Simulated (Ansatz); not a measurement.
# Random displacements in C

Computed with DFT LDA, scalar-relativistic, plane waves, PAW in Ansatz. Settings: plane waves to 420 eV, k-mesh 6×6×6 (Γ-centred), Gaussian smearing 0.05 eV. No spin polarisation. Energies are free energies at this smearing, counted from the undisturbed cell; pressure is positive in compression.

The starting cell (as given, not relaxed at this level):

```yaml
crystal:
  lattice:
    - [3.56680, 0.00000, 0.00000]
    - [0.00000, -3.56680, 0.00000]
    - [0.00000, 0.00000, -3.56680]
  atoms:
    - { symbol: C, position: [0.50000, 0.00000, 0.00000] }
    - { symbol: C, position: [0.00000, 0.50000, 0.00000] }
    - { symbol: C, position: [0.00000, 0.00000, 0.50000] }
    - { symbol: C, position: [0.50000, 0.50000, 0.50000] }
    - { symbol: C, position: [0.75000, 0.75000, 0.75000] }
    - { symbol: C, position: [0.25000, 0.25000, 0.75000] }
    - { symbol: C, position: [0.25000, 0.75000, 0.25000] }
    - { symbol: C, position: [0.75000, 0.25000, 0.25000] }
```

The atoms are displaced (Å, in the unstrained cell):

```csv
atom,ux,uy,uz
C1,-0.036,0.014,0.213
C2,0.005,-0.096,-0.106
C3,-0.026,-0.153,-0.071
C4,0.189,-0.222,0.146
C5,-0.126,0.043,-0.147
C6,0.043,0.205,0.271
C7,-0.240,0.170,-0.139
C8,0.192,0.039,-0.168
```

Strain (Voigt, engineering shear): (0.0016, -0.0062, -0.0089, -0.0087, -0.0189, 0.0117).

Question: What are the energy change, the stress and the forces?

Answer: ΔE = 1445.6 meV/atom; stress (xx, yy, zz, yz, xz, xy; compression positive) (62.01, 52.35, 53.20, 18.11, -13.01, -21.71) GPa.
| atom | Fx (eV/Å) | Fy | Fz |
| --- | --- | --- | --- |
| C1 | -2.20 | -2.54 | -5.48 |
| C2 | -4.32 | 6.67 | 5.01 |
| C3 | -1.65 | 13.13 | 1.48 |
| C4 | -5.17 | 7.05 | -2.65 |
| C5 | 4.26 | 0.95 | 3.00 |
| C6 | 9.71 | -9.24 | -11.17 |
| C7 | 9.60 | -7.95 | -1.21 |
| C8 | -10.23 | -8.09 | 11.02 |

Cost: 1 run of about 0.17 core-minutes, on Arm Neoverse V2 (shared hosts).